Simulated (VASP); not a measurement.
# Si (Fd-3m) in VASP: Born charges and dielectric tensor with LDA

Aim: the Born charges and dielectric tensor of Si with LDA.

Everything below comes from runs of VASP 6.6.1. Logs are shortened: lines on timing, memory, paths and dates and some standing lists are left out, and cuts for length are marked.

**1. Starting point**

It takes space group Fd-3m (No. 227, cubic). Conventional cell: a = 5.435 Å, b = 5.435 Å, c = 5.435 Å, α = 90.00°, β = 90.00°, γ = 90.00°. Around Si (site symmetry -43m) lie 4 Si at 2.35 Å.

**2. Born charges and dielectric tensor, LDA**

INCAR

```
  PREC = Accurate
  ENCUT = 600
  EDIFF = 1E-8
  ISMEAR = 0
  SIGMA = 0.02
  LREAL = F
  LASPH = T
  NELM = 80
  ALGO = Normal
  ISIF = 2
  LWAVE = F
  LCHARG = F
  LEPSILON = T
  IBRION = 8
  NSW = 1
```

KPOINTS

```
Automatic mesh
0
Gamma
  14 14 14
```

POSCAR

```
Si
1.0
    0.0000000000      2.7176300000      2.7176300000
    2.7176300000      0.0000000000      2.7176300000
    2.7176300000      2.7176300000      0.0000000000
Si
2
Direct
    0.5000000000      0.5000000000      0.5000000000
    0.7500000000      0.7500000000      0.7500000000
```

Potentials or basis: VASP PAW LDA potentials, release 64 (Si).

Command:

```
$ cat potpaw_LDA.64/Si/POTCAR > POTCAR
$ mpirun -np 1 vasp_std > vasp.out
```

OUTCAR:

```text
PREC = Accurate
   ENCUT = 600
   EDIFF = 1E-8
   ISMEAR = 0
   LREAL = F
   LASPH = T
   NELM = 80
   ISIF = 2
   LEPSILON = T
   IBRION = 8
   NSW = 1

 ion  position               nearest neighbor table
   1  0.500  0.500  0.500-   2 2.35   2 2.35   2 2.35   2 2.35
   2  0.750  0.750  0.750-   1 2.35   1 2.35   1 2.35   1 2.35

  LATTYP: Found a face centered cubic cell.
 ALAT       =     5.4352600000

  Lattice vectors:

 A1 = (   0.0000000000,   2.7176300000,   2.7176300000)
 A2 = (   2.7176300000,   0.0000000000,   2.7176300000)
 A3 = (   2.7176300000,   2.7176300000,   0.0000000000)

Analysis of symmetry for initial positions (statically):
=====================================================================
 Subroutine PRICEL returns:
 Original cell was already a primitive cell.

 Routine SETGRP: Setting up the symmetry group for a
 face centered cubic supercell.

 Subroutine GETGRP returns: Found 48 space group operations
 (whereof 24 operations were pure point group operations)
 out of a pool of 48 trial point group operations.

The static configuration has the point symmetry T_d .
 The point group associated with its full space group is O_h .

Analysis of symmetry for dynamics (positions and initial velocities):
=====================================================================
 Subroutine PRICEL returns:
 Original cell was already a primitive cell.

 Routine SETGRP: Setting up the symmetry group for a
 face centered cubic supercell.

 Subroutine GETGRP returns: Found 48 space group operations
 (whereof 24 operations were pure point group operations)
 out of a pool of 48 trial point group operations.

The dynamic configuration has the point symmetry T_d .
 The point group associated with its full space group is O_h .

 Subroutine INISYM returns: Found 48 space group operations
 (whereof 24 operations are pure point group operations),
 and found     1 'primitive' translations

----------------------------------------------------------------------------------------

                                     Primitive cell

  volume of cell :      40.1422

  direct lattice vectors                    reciprocal lattice vectors
     0.000000000  2.717630000  2.717630000    -0.183983839  0.183983839  0.183983839
     2.717630000  0.000000000  2.717630000     0.183983839 -0.183983839  0.183983839
     2.717630000  2.717630000  0.000000000     0.183983839  0.183983839 -0.183983839

  length of vectors
     3.843309204  3.843309204  3.843309204     0.318669357  0.318669357  0.318669357

  position of ions in fractional coordinates (direct lattice)
     0.500000000  0.500000000  0.500000000
     0.750000000  0.750000000  0.750000000

  ion indices of the primitive-cell ions
   primitive index   ion index
                 1           1
                 2           2

----------------------------------------------------------------------------------------

 KPOINTS: Automatic mesh

Automatic generation of k-mesh.
 Grid dimensions read from file:
 generate k-points for:   14   14   14

 Generating k-lattice:

  Cartesian coordinates                     Fractional coordinates (reciprocal lattice)
    -0.013141703  0.013141703  0.013141703     0.071428571  0.000000000  0.000000000
[... 408 lines left out ...]
          -0.000000     0.000000    14.203838
 ------------------------------------------------------

 Free energy of the ion-electron system (eV)
  ---------------------------------------------------
  ---------------------------------------------------
  free energy    TOTEN  =        -1.46099244 eV

  energy without entropy =       -1.46099244

------------------------ aborting loop because EDIFF is reached ----------------------------------------

--------------------------------------- Ionic step        2  -------------------------------------------

------------------------ aborting loop because EDIFF is reached ----------------------------------------

--------------------------------------- Ionic step        3  -------------------------------------------

------------------------ aborting loop because EDIFF is reached ----------------------------------------

 PIEZOELECTRIC TENSOR FIELD DIRECTION 3  (e Angst)
 -----------------------------------------------------------------------------
     0.00074  0.00000  0.00000           (  0.00000  0.00000  0.00000)
     0.00000  0.00074  0.00000           (  0.00000  0.00000  0.00000)
     0.00000  0.00000 -0.00634           (  0.00000  0.00000  0.00000)

 PIEZOELECTRIC TENSOR FIELD DIRECTION 3  (C/m^2)
 -----------------------------------------------------------------------------
     0.00029  0.00000  0.00000
     0.00000  0.00029  0.00000
     0.00000  0.00000 -0.00253

--------------------------------------- Ionic step        4  -------------------------------------------

 Free energy of the ion-electron system (eV)
  ---------------------------------------------------
  ---------------------------------------------------
  free energy    TOTEN  =        -0.01768012 eV

  energy without entropy =       -0.01768012

------------------------ aborting loop because EDIFF is reached ----------------------------------------

 INTERNAL STRAIN TENSOR  FOR ION    1  DIRECTION 1   (eV/Angst):
 -----------------------------------------------------------------------------
    -0.00509  0.00000  0.00000
     0.00000  0.00316  8.86626
     0.00000  8.86626  0.00316

 MACROSCOPIC STATIC DIELECTRIC TENSOR (including local field effects in DFT)
 ------------------------------------------------------
          13.408081    -0.000000    -0.000000
           0.000000    13.408081    -0.000000
          -0.000000    -0.000000    13.408081
 ------------------------------------------------------

 PIEZOELECTRIC TENSOR (including local field effects)  for field in x, y, z        (e  Angst)
          XX          YY          ZZ          XY          YZ          ZX
  --------------------------------------------------------------------------------
  x     0.00000    -0.00000     0.00000     0.00000     0.00000    -0.00000
  y     0.00000     0.00000    -0.00000     0.00000     0.00000    -0.00000
  z     0.00000     0.00000    -0.00000    -0.00000     0.00000     0.00000

 PIEZOELECTRIC TENSOR (including local field effects)  for field in x, y, z        (C/m^2)
          XX          YY          ZZ          XY          YZ          ZX
  --------------------------------------------------------------------------------
  x     0.00000    -0.00000     0.00000     0.00000     0.00000    -0.00000
  y     0.00000     0.00000    -0.00000     0.00000     0.00000    -0.00000
  z     0.00000     0.00000    -0.00000    -0.00000     0.00000     0.00000

 BORN EFFECTIVE CHARGES (including local field effects) (in |e|, cummulative output)
 ---------------------------------------------------------------------------------
 ion    1
    1     0.00000    -0.00000    -0.00000
    2     0.00000     0.00000     0.00000
    3    -0.00000     0.00000     0.00000
 ion    2
    1    -0.00000     0.00000     0.00000
    2     0.00000    -0.00000     0.00000
    3     0.00000     0.00000    -0.00000

 INTERNAL STRAIN TENSOR FOR ION    2 for displacements in x,y,z  (eV/Angst):
          X           Y           Z          XY          YZ          ZX
  --------------------------------------------------------------------------------
  x     0.00000     0.00000     0.00000     0.00000    -8.86626     0.00000
  y     0.00000    -0.00000     0.00000     0.00000     0.00000    -8.86626
  z     0.00000     0.00000     0.00000    -8.86626     0.00000     0.00000

 SECOND DERIVATIVES (NOT SYMMETRIZED)
 ------------------------------------
               1X          1Y          1Z          2X          2Y          2Z
  1X   -13.096322    0.000000    0.000000   13.096322    0.000000    0.000000
  1Y     0.000000  -13.096322    0.000000    0.000000   13.096322    0.000000
  1Z     0.000000    0.000000  -13.096322    0.000000    0.000000   13.096322
  2X    13.096322    0.000000    0.000000  -13.096322    0.000000    0.000000
  2Y     0.000000   13.096322    0.000000    0.000000  -13.096322    0.000000
  2Z     0.000000    0.000000   13.096322    0.000000    0.000000  -13.096322

 Eigenvectors and eigenvalues of the dynamical matrix
 ----------------------------------------------------

   1 f  =   15.097435 THz    94.859984 2PiTHz  503.596236 cm-1    62.437948 meV
             X         Y         Z           dx          dy          dz
      2.717630  2.717630  2.717630     0.000000   -0.707107    0.000000
      4.076445  4.076445  4.076445     0.000000    0.707107    0.000000
[... 21 lines left out ...]
   6 f  =    0.000000 THz     0.000000 2PiTHz    0.000000 cm-1     0.000000 meV
             X         Y         Z           dx          dy          dz
      2.717630  2.717630  2.717630     0.000000    0.000000    0.707107
      4.076445  4.076445  4.076445     0.000000    0.000000    0.707107

--------------------------------------------------------------------------------------------------------

 MACROSCOPIC STATIC DIELECTRIC TENSOR IONIC CONTRIBUTION
 ------------------------------------------------------
           0.000000    -0.000000    -0.000000
          -0.000000     0.000000    -0.000000
          -0.000000    -0.000000     0.000000
 ------------------------------------------------------

 ELASTIC MODULI CONTR FROM IONIC RELAXATION (kBar)
 Direction    XX          YY          ZZ          XY          YZ          ZX
 --------------------------------------------------------------------------------
 XX          -0.0000      0.0000     -0.0000      0.0000      0.0000      0.0000
 YY           0.0000     -0.0000     -0.0000      0.0000     -0.0000     -0.0000
 ZZ          -0.0000     -0.0000     -0.0000      0.0000      0.0000     -0.0000
 XY           0.0000      0.0000      0.0000   -239.5747     -0.0000      0.0000
 YZ           0.0000     -0.0000      0.0000     -0.0000   -239.5747     -0.0000
 ZX           0.0000     -0.0000     -0.0000      0.0000     -0.0000   -239.5747
 --------------------------------------------------------------------------------

 PIEZOELECTRIC TENSOR IONIC CONTR  for field in x, y, z        (C/m^2)
          XX          YY          ZZ          XY          YZ          ZX
  --------------------------------------------------------------------------------
  x    -0.00000    -0.00000     0.00000    -0.00000     0.00000    -0.00000
  y    -0.00000     0.00000     0.00000    -0.00000     0.00000     0.00000
  z     0.00000    -0.00000    -0.00000     0.00000    -0.00000    -0.00000
```

Run time: 4.9 min. Hardware: 1 thread of Intel Xeon Platinum 8488C (Sapphire Rapids), shared host; peak memory 0.47 GiB.

Results:

```
Band gap on the k mesh                  : 0.47 eV, indirect (least direct gap 2.52 eV)
Electronic dielectric tensor (diagonal) : 13.41
Born charges (mean of the diagonal)     : Si +0.00 e
Highest phonon frequency at Γ           : 504 cm⁻¹
```

Phonon frequencies in cm⁻¹ (negative: imaginary):
```csv
q point,frequencies
"(0.000, 0.000, 0.000)",0 0 0 504 504 504
```

Electronic dielectric tensor:
```
13.41  0.00  0.00
 0.00 13.41  0.00
 0.00  0.00 13.41
```

Born effective charge tensors (e):
atom 1, Si
```
0.00 0.00 0.00
0.00 0.00 0.00
0.00 0.00 0.00
```
atom 2, Si
```
0.00 0.00 0.00
0.00 0.00 0.00
0.00 0.00 0.00
```

Caveat: the gap is small at this level, which inflates the dielectric constant.
